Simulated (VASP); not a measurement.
# KF (Carobbiite): equation of state with PBE

Crystal: KF (Carobbiite).

```
CELL_PARAMETERS angstrom
0.00000 2.67185 2.67185
2.67185 0.00000 2.67185
2.67185 2.67185 0.00000
ATOMIC_POSITIONS crystal
K 0.00000 0.00000 0.00000
F 0.50000 0.50000 0.50000
```

- Program: VASP 6.6.1
- Task: equation of state
- Functional: PBE
- Potentials or basis: VASP PAW PBE potentials, release 64 (K_sv, F)
- Cutoff: 520 eV
- k mesh: 9 × 9 × 9
- Occupations: fermi-dirac, width 0.05 eV
- Spin: no spin polarisation

```yaml
Equilibrium_volume: 20.05 Å³/atom
Bulk_modulus: 29 GPa
Pressure_derivative_of_the_bulk_modulus: "4.9 (rough: it moves with the points fitted)"
```

Energy against volume, from the lowest point:
```csv
volume (Å³/atom),energy (meV/atom)
17.929,24.89
18.311,16.02
18.692,9.31
19.074,4.55
19.455,1.53
19.837,0.10
20.218,0.00
```

All runs of the series together: 3.7 min on 1 thread of Intel(R) Xeon(R) Platinum 8488C (Sapphire Rapids), on a shared host.

PBE usually gives volumes a little too large and moduli too small. Zero-point motion and thermal expansion aren't in these numbers.
